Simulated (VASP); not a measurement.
Write the native input for VASP 6.6.1 that does the following.

```yaml
Task: relaxation of the atoms
Functional: PBE
Potentials_or_basis: VASP PAW PBE potentials, release 64 (Ta_pv)
Cutoff: 600 eV
k_mesh: 16 × 16 × 16
Occupations: methfessel-paxton, width 0.1 eV
Spin: no spin polarisation
Further_INCAR_settings: ALGO = Normal; EDIFF = 1e-07; IBRION = 2; EDIFFG = -0.01; NSW = 40
```

The structure of Ta lies in POSCAR:

```
Ta                                      
1.0
   -1.6607226838      1.6607226838      1.6607226838
    1.6607226838     -1.6607226838      1.6607226838
    1.6607226838      1.6607226838     -1.6607226838
  Ta            
     1
Direct
     0.0000000000000000    0.0000000000000000    0.0000000000000000
```

The input as run:

INCAR

```
SYSTEM = Ta
  PREC = Accurate
  ENCUT = 600
  EDIFF = 1E-7
  ISMEAR = 1
  SIGMA = 0.1
  LREAL = .FALSE.
  LASPH = .TRUE.
  NELM = 80
  ALGO = Normal
  ISIF = 2
  LWAVE = .FALSE.
  LCHARG = .FALSE.
  GGA = PE
  IBRION = 2
  NSW = 40
  EDIFFG = -0.01
```

KPOINTS

```
Automatic mesh
0
G
  16 16 16
  0 0 0
```

Potentials or basis: VASP PAW PBE potentials, release 64 (Ta_pv).

Run with:

```console
$ cat potpaw_PBE.64/Ta_pv/POTCAR > POTCAR
$ mpirun -np 1 vasp_std > vasp.out
```

It gave:

- Pressure after relaxing: 0.0 GPa
- Band gap on the k mesh: none (metal or under the smearing width)

Caveat: the relaxation stopped at its first step, so nothing moved.

Run time: 24 s on 1 thread of Intel(R) Xeon(R) Platinum 8488C (Sapphire Rapids), with other jobs on the host, peak memory 0.16 GiB.
